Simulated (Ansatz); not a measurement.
# Ti (fcc type): how the settings move a single-point run

How sensitive is a single-point run of Ti (fcc type) to its settings? A reference run comes first, then one run with altered input.

Computed with Ansatz 0.2.0 (reference: DFT, PBEsol, all-electron PAW with datasets made for the crystal, scalar-relativistic, unless a step's input says otherwise).

1 further run of the same task is left out (set aside as unsound or not needed). Runs told in other sessions of the task aren't counted.

**1. The starting structure**

The structure is cubic, space group Fm-3m (No. 225). Conventional cell: a = 4.059 Å, b = 4.059 Å, c = 4.059 Å, α = 90.00°, β = 90.00°, γ = 90.00°. Around Ti (site symmetry m-3m) lie 12 Ti at 2.87 Å.

Structure file:

```
Ti
1.0
     0.00000    2.02961    2.02961
     2.02961    0.00000    2.02961
     2.02961    2.02961    0.00000
Ti
1
Direct
  0.00000 0.00000 0.00000
```

**2. Baseline**

Contents of input.yaml:

```yaml
crystal:
  lattice:
    - [0.0, 2.0296139257, 2.0296139257]
    - [2.0296139257, 0.0, 2.0296139257]
    - [2.0296139257, 2.0296139257, 0.0]
  atoms:
    - { symbol: Ti, position: [0.0, 0.0, 0.0] }
kpoints:
  mp_grid: { grid: [16, 16, 16] }
scf:
  occupations: { method: fermi_dirac, width: 0.1 }
hamiltonian:
  xc: pbesol
  pseudopotentials: { kind: all_electron, datasets: crystal }
output:
  forces: true
  stress: true
  eigenvalues: true
```

Command:

```
ansatz run input.yaml --threads 1 --pin off --max-ram 2048MiB --backend cpu --events-out ev --progress --plain --runs-dir out
```

**3. Changing settings: xc lda, xc_grid 3**

Changes to input.yaml since step 2:

```diff
@@ -12,3 +12,3 @@
 hamiltonian:
-  xc: pbesol
+  xc: lda
   pseudopotentials: { kind: all_electron, datasets: crystal }
@@ -18 +18,3 @@
   eigenvalues: true
+basis:
+  xc_grid: 3
```

Before running it: what results should come out? Wanted: for each run, ending; energy change; pressure; gap; force.

**Answer**, as computed:

| run | ending | energy change | pressure (GPa) | gap (eV) | force (eV/Å) | cycles | time |
| --- | --- | --- | --- | --- | --- | --- | --- |
| reference | converged | - | 0.0 | 0.00 | 0.00 | 6 | 4.6 s |
| 1: xc lda, xc_grid 3 | converged | not comparable | -4.6 | 0.00 | 0.00 | 7 | 5 s |

Residual by cycle in the longest SCF loop of each run; runs are numbered as in the table. The quantity is the density residual dr2, in eV.

| cycle | reference | run 1 |
| --- | --- | --- |
| 1 | 0.698 | 0.672 |
| 2 | 0.0109 | 0.0142 |
| 3 | 0.00135 | 0.00109 |
| 4 | 2.1e-5 | 7.3e-6 |
| 5 | 4.8e-6 | 7.0e-7 |
| 6 | 2.5e-8 | 4.9e-8 |
| 7 | - | 8.0e-10 |

After a change of functional the difference of the totals has no physical meaning; the pressure goes from 0.0 to -4.6 GPa. The numerical grids changed too.
